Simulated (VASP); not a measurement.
# Ti (P6/mmm) in VASP: further runs

Runs on Ti. Level: PBEsol. Tasks: single point.

Program: VASP 6.6.1. These are calculated values, not measurements. Logs are shortened: lines on timing, memory, paths and dates and some standing lists are left out, and cuts for length are marked.

## 1. The structure

Symmetry: P6/mmm, No. 191, hexagonal system. Conventional cell: a = 4.516 Å, b = 4.516 Å, c = 2.799 Å, α = 90.00°, β = 90.00°, γ = 120.00°. Around Ti (site symmetry 6/mmm) lie 14 Ti at 2.80 to 2.96 Å. Ti (site symmetry -6m2) has 11 Ti at 2.61 to 2.96 Å as nearest neighbours.

This isn't the form of Ti at room conditions, which is hcp.

## 2. Single point, PBEsol

INCAR reads:

```
PREC = Accurate ; ENCUT = 520
EDIFF = 1E-6 ; ISMEAR = -1
SIGMA = 0.1 ; LREAL = False
LASPH = True ; NELM = 80
ALGO = Fast ; ISIF = 2
LWAVE = False ; LCHARG = False
GGA = PS ; NBANDS = 25
```

KPOINTS reads:

```
regular mesh
0
Gamma
  11 11 15
```

POSCAR reads:

```
Ti
1.0
    4.5161362169      0.0000000000      0.0000000000
   -2.2580681085      3.9110886908      0.0000000000
    0.0000000000      0.0000000000      2.7990788010
Ti
3
Direct
    1.0000000000      1.0000000000      0.0000000000
    0.3333333333      0.6666666667      0.5000000000
    0.6666666667      0.3333333333      0.5000000000
```

Potentials or basis: VASP PAW PBE potentials, release 64 (Ti_sv).

Started as:

```console
cat potpaw_PBE.64/Ti_sv/POTCAR > POTCAR
mpirun -np 1 vasp_std > vasp.out
```

OUTCAR:

```text
PREC = Accurate
   ENCUT = 520
   EDIFF = 1E-6
   ISMEAR = -1
   LREAL = False
   LASPH = True
   NELM = 80
   ISIF = 2
   GGA = PS

 ion  position               nearest neighbor table
   1  0.000  0.000  0.000-
   2  0.333  0.667  0.500-   3 2.61   3 2.61   3 2.61
   3  0.667  0.333  0.500-   2 2.61   2 2.61   2 2.61

  LATTYP: Found a hexagonal cell.
 ALAT       =     4.5161362169
 C/A-ratio  =     0.6197950342

  Lattice vectors:

 A1 = (   4.5161362169,   0.0000000000,   0.0000000000)
 A2 = (  -2.2580681085,   3.9110886908,   0.0000000000)
 A3 = (   0.0000000000,   0.0000000000,   2.7990788010)

Analysis of symmetry for initial positions (statically):
=====================================================================
 Subroutine PRICEL returns:
 Original cell was already a primitive cell.

 Routine SETGRP: Setting up the symmetry group for a
 hexagonal supercell.

 Subroutine GETGRP returns: Found 24 space group operations
 (whereof 24 operations were pure point group operations)
 out of a pool of 24 trial point group operations.

The static configuration has the point symmetry D_6h.

Analysis of symmetry for dynamics (positions and initial velocities):
=====================================================================
 Subroutine PRICEL returns:
 Original cell was already a primitive cell.

 Routine SETGRP: Setting up the symmetry group for a
 hexagonal supercell.

 Subroutine GETGRP returns: Found 24 space group operations
 (whereof 24 operations were pure point group operations)
 out of a pool of 24 trial point group operations.

The dynamic configuration has the point symmetry D_6h.

 Subroutine INISYM returns: Found 24 space group operations
 (whereof 24 operations are pure point group operations),
 and found     1 'primitive' translations

----------------------------------------------------------------------------------------

                                     Primitive cell

  volume of cell :      49.4402

  direct lattice vectors                    reciprocal lattice vectors
     4.516136217  0.000000000  0.000000000     0.221428219  0.127841642  0.000000000
    -2.258068108  3.911088691  0.000000000     0.000000000  0.255683284  0.000000000
     0.000000000  0.000000000  2.799078801     0.000000000  0.000000000  0.357260396

  length of vectors
     4.516136217  4.516136217  2.799078801     0.255683284  0.255683284  0.357260396

  position of ions in fractional coordinates (direct lattice)
     0.000000000  0.000000000  0.000000000
     0.333333333  0.666666667  0.500000000
     0.666666667  0.333333333  0.500000000

  ion indices of the primitive-cell ions
   primitive index   ion index
                 1           1
                 2           2
                 3           3

----------------------------------------------------------------------------------------

 KPOINTS: regular mesh

Automatic generation of k-mesh.
 Grid dimensions read from file:
 generate k-points for:   11   11   15

 Generating k-lattice:

  Cartesian coordinates                     Fractional coordinates (reciprocal lattice)
     0.020129838  0.011621967  0.000000000     0.090909091 -0.000000000  0.000000000
     0.000000000  0.023243935  0.000000000     0.000000000  0.090909091  0.000000000
     0.000000000  0.000000000  0.023817360     0.000000000  0.000000000  0.066666667

  Length of vectors
     0.023243935  0.023243935  0.023817360

  Shift w.r.t. Gamma in fractional coordinates (k-lattice)
     0.000000000  0.000000000  0.000000000

 Subroutine IBZKPT returns following result:
 ===========================================

 Found    128 irreducible k-points:

 Following reciprocal coordinates:
            Coordinates               Weight
  0.000000  0.000000  0.000000      1.000000
  0.090909  0.000000  0.000000      6.000000
  0.181818  0.000000  0.000000      6.000000
  0.272727  0.000000  0.000000      6.000000
  0.363636  0.000000  0.000000      6.000000
  0.454545  0.000000  0.000000      6.000000
[... 16 lines left out ...]
  0.090909  0.090909  0.066667     12.000000
  0.181818  0.090909  0.066667     24.000000
 [... further k-points ...]
   k-points           NKPTS =    128   k-points in BZ     NKDIM =    128   number of bands    NBANDS=     25
   number of dos      NEDOS =    301   number of ions     NIONS =      3
   total plane-waves  NPLWV =  31104
   dimension x,y,z NGX =    36 NGY =   36 NGZ =   24
   dimension x,y,z NGXF=    72 NGYF=   72 NGZF=   48
   ions per type =               3
   NGX,Y,Z   is equivalent  to a cutoff of  13.25, 13.25, 14.25 a.u.
   NGXF,Y,Z  is equivalent  to a cutoff of  26.50, 26.50, 28.51 a.u.
 SYSTEM =  unknown system
   PREC   = accura    normal or accurate (medium, high low for compatibility)
   ISTART =      0    job   : 0-new  1-cont  2-samecut
   ICHARG =      2    charge: 1-file 2-atom 10-const
   ISPIN  =      1    spin polarized calculation?
   LNONCOLLINEAR =      F non collinear calculations
   LSORBIT =      F    spin-orbit coupling
   LASPH  =      T    aspherical Exc in radial PAW
   ENCUT  =  520.0 eV  38.22 Ry    6.18 a.u.   8.40  8.40  5.20*2*pi/ulx,y,z
   NELM   =     80;   NELMIN=  2; NELMDL= -5     # of ELM steps
   EDIFF  = 0.1E-05   stopping-criterion for ELM
   LREAL  =      F    real-space projection
   EDIFFG = 0.1E-04   stopping-criterion for IOM
   NSW    =      0    number of steps for IOM
   IBRION =     -1    ionic relax: 0-MD 1-quasi-New 2-CG
   NFREE  =      0    steps in history (QN), initial steepest desc. (CG)
   ISIF   =      2    stress and relaxation
   ISYM   =      2    0-nonsym 1-usesym 2-fastsym
   POTIM  = 0.5000    time-step for ionic-motion
   TEBEG  =    0.0;   TEEND  =   0.0 temperature during run
   PSTRESS=    0.0 pullay stress
   NELECT =      36.0000    total number of electrons
   NUPDOWN=      -1.0000    fix difference up-down
   EMIN   =  10.00;   EMAX   =-10.00  energy-range for DOS
   EFERMI =   0.00;   METHOD = LEGACY
   ISMEAR =    -1;   SIGMA  =   0.10  broadening in eV -4-tet -1-fermi 0-gaus
   EFERMI_NEDOS =   21; number of points for ismear=-14 and -15
   IALGO  =     68    algorithm
   IMIX   =      4    mixing-type and parameters
     AMIX     =   0.40;   BMIX     =  1.00
     AMIX_MAG =   1.60;   BMIX_MAG =  1.00
  volume/ion in A,a.u.               =      16.48       111.21
  Fermi-wavevector in a.u.,A,eV,Ry     =   1.472818  2.783222 29.513657  2.169193
  Thomas-Fermi vector in A             =   2.587786
   LORBIT       =      0    0 simple, 1 ext, 2 COOP (PROOUT), +10 PAW based schemes
   GGA     = PS    functional components
   LHFCALC =     F    Hartree Fock is set to
   AEXX    =    0.0000 exact exchange contribution
   IVDW    =     0    specifies the selected vdW correction
   LEPSILON=     F    determine dielectric tensor
   LRPA    =     F    only Hartree local field effects (RPA)
 non-spin polarized calculation
 RMM-DIIS sequential band-by-band and
  energy-cutoff  :      520.00
  volume of cell :       49.44
 maximum number of plane-waves:      1354
 NGX is ok and might be reduce to    36
   NGX = 17   NGY = 17   NGZ = 11

 number of electron      36.0000008 magnetization

 Free energy of the ion-electron system (eV)
  ---------------------------------------------------
  ext. energy  EPLUGINS =         0.00000000
  ---------------------------------------------------
  free energy    TOTEN  =       -25.10626901 eV

  energy without entropy =      -25.00480753  energy(sigma->0) =      -25.05553827

 E-fermi :   8.6383     XC(G=0): -11.8876

 val. band max:        8.6368819872   @ k =   0.4545   0.0909   0.2000
 cond. band min:       8.6434752272   @ k =   0.2727   0.1818   0.0667
 fundamental gap:      0.0065932400
 Fermi energy:         8.6383233588

 k-point     1 :       0.0000    0.0000    0.0000
  band No.  band energies     occupation
      1     -47.9036      2.00000
      2     -47.6632      2.00000
      3     -47.4768      2.00000
      4     -24.3313      2.00000
      5     -24.3313      2.00000
      6     -24.2706      2.00000
[... 17 lines left out ...]
     24      10.6167      0.00000
     25      10.6258      0.00000

 k-point     2 :       0.0909    0.0000    0.0000
  band No.  band energies     occupation
      1     -47.9017      2.00000
      2     -47.6613      2.00000
      3     -47.4806      2.00000
      4     -24.3771      2.00000
      5     -24.3687      2.00000
      6     -24.2238      2.00000
[... 17 lines left out ...]
     24      10.3486      0.00000
     25      10.8818      0.00000

 k-point     3 :       0.1818    0.0000    0.0000
  band No.  band energies     occupation
      1     -47.8969      2.00000
      2     -47.6555      2.00000
      3     -47.4917      2.00000
      4     -24.4378      2.00000
      5     -24.3975      2.00000
      6     -24.1605      2.00000
[... 17 lines left out ...]
     24      10.2943      0.00000
     25      11.1688      0.00000

 k-point     4 :       0.2727    0.0000    0.0000
  band No.  band energies     occupation
      1     -47.8908      2.00000
      2     -47.6454      2.00000
      3     -47.5085      2.00000
      4     -24.4892      2.00000
      5     -24.3928      2.00000
      6     -24.1055      2.00000
[... 17 lines left out ...]
     24      10.6060      0.00000
     25      11.4698      0.00000
[... 477 lines left out ...]
 k-point    22 :       0.4545    0.0000    0.0667
  band No.  band energies     occupation
      1     -47.8796      2.00000
      2     -47.6171      2.00000
      3     -47.5407      2.00000
      4     -24.5371      2.00000
      5     -24.3066      2.00000
      6     -24.1224      2.00000
[... 17 lines left out ...]
     24      10.8678      0.00000
     25      11.3867      0.00000

 k-point    23 :       0.0909    0.0909    0.0667
  band No.  band energies     occupation
      1     -47.8950      2.00000
      2     -47.6554      2.00000
      3     -47.4854      2.00000
      4     -24.4049      2.00000
      5     -24.3991      2.00000
      6     -24.1774      2.00000
[... 17 lines left out ...]
     24      10.2635      0.00000
     25      11.1790      0.00000

 k-point    24 :       0.1818    0.0909    0.0667
  band No.  band energies     occupation
      1     -47.8898      2.00000
      2     -47.6470      2.00000
      3     -47.4995      2.00000
      4     -24.4505      2.00000
      5     -24.4099      2.00000
      6     -24.1350      2.00000
[... 17 lines left out ...]
     24      10.4708      0.00000
     25      11.4657      0.00000

 [... further k-points ...]

------------------------ aborting loop because EDIFF is reached ----------------------------------------

  FORCE on cell =-STRESS in cart. coord.  units (eV):
  Direction    XX          YY          ZZ          XY          YZ          ZX
  --------------------------------------------------------------------------------------
  -------------------------------------------------------------------------------------
  Total       -0.1043961     -0.1043961     -0.0957036      0.0000000      0.0000000     -0.0000000
  in kB       -3.3831002     -3.3831002     -3.1014095      0.0000000      0.0000000     -0.0000000
  external PRESSURE =      -3.2892033 kB  Pullay stress =       0.0000000 kB

 VOLUME and BASIS-vectors are now :
 -----------------------------------------------------------------------------
  energy-cutoff  :      520.00
  volume of cell :       49.44
      direct lattice vectors                 reciprocal lattice vectors
     4.516136217  0.000000000  0.000000000     0.221428219  0.127841642  0.000000000
    -2.258068108  3.911088691  0.000000000     0.000000000  0.255683284  0.000000000
     0.000000000  0.000000000  2.799078801     0.000000000  0.000000000  0.357260396

 POSITION                                       TOTAL-FORCE (eV/Angst)
 -----------------------------------------------------------------------------------
      0.00000      0.00000      0.00000        -0.000000      0.000000     -0.000000
     -0.00000      2.60739      1.39954        -0.000000      0.000000      0.000000
      2.25807      1.30370      1.39954         0.000000      0.000000     -0.000000
 -----------------------------------------------------------------------------------
    total drift:                                0.000000      0.000000     -0.000000

  FREE ENERGIE OF THE ION-ELECTRON SYSTEM (eV)
  ---------------------------------------------------
  free  energy   TOTEN  =       -25.1062690150 eV

  energy  without entropy=      -25.0048075281  energy(sigma->0) =      -25.05553827
```

Wall time 4.7 min (1 thread of Intel Xeon Platinum 8559C (Emerald Rapids), shared host); peak memory 0.25 GiB.

Results:

```yaml
Free_energy: -25.1063 eV
Pressure: -0.3 GPa
Band_gap_on_the_k_mesh: none (metal or under the smearing width)
```

Caveat: the PAW data sets were made with another functional, which shifts forces and pressure a little.

## 3. Single point, PBEsol

This run uses another cell than the first one, of 14.50 Å³/atom, 0.880 times its volume.

INCAR reads:

```
PREC = Accurate
ENCUT = 520
EDIFF = 1E-6
ISMEAR = -1
SIGMA = 0.1
LREAL = False
LASPH = True
NELM = 80
ALGO = Fast
ISIF = 2
LWAVE = False
LCHARG = False
GGA = PS
NBANDS = 25
```

KPOINTS reads:

```
Automatic mesh
0
Gamma
  9 9 13
```

POSCAR reads:

```
Ti
1.0
    4.3277409494      0.0000000000      0.0000000000
   -2.1638704747      3.7479336032      0.0000000000
    0.0000000000      0.0000000000      2.6823123497
Ti
3
Direct
    1.0000000000      1.0000000000      0.0000000000
    0.3333333333      0.6666666667      0.5000000000
    0.6666666667      0.3333333333      0.5000000000
```

Potentials or basis: VASP PAW PBE potentials, release 64 (Ti_sv).

Started as:

```console
cat potpaw_PBE.64/Ti_sv/POTCAR > POTCAR
mpirun -np 1 vasp_std > vasp.out
```

Run time: 1.9 min. Hardware: 1 thread of Intel Xeon Platinum 8559C (Emerald Rapids), shared host; peak memory 0.19 GiB.

Results (log left out):

```
Free energy            : -24.7955 eV
Pressure               : 18.2 GPa
Band gap on the k mesh : none (metal or under the smearing width)
```

Stress tensor (GPa, compression positive):
```
17.73  0.00  0.00
 0.00 17.73  0.00
 0.00  0.00 18.99
```

Levels at points of the mesh, in eV from the Fermi level:
| k point | band 14 | band 15 | band 16 | band 17 | band 18 | band 19 | band 20 | band 21 | band 22 | band 23 |
| --- | --- | --- | --- | --- | --- | --- | --- | --- | --- | --- |
| (0.00, 0.00, 0.00) | -2.43 | -0.69 | -0.69 | -0.60 | -0.60 | 0.03 | 0.80 | 1.52 | 1.52 | 2.16 |

Caveat: so large a pressure means that the cell lies far from this level's equilibrium, or that cutoff or potentials fall short; the potentials were made for another functional, which shifts forces and pressure.
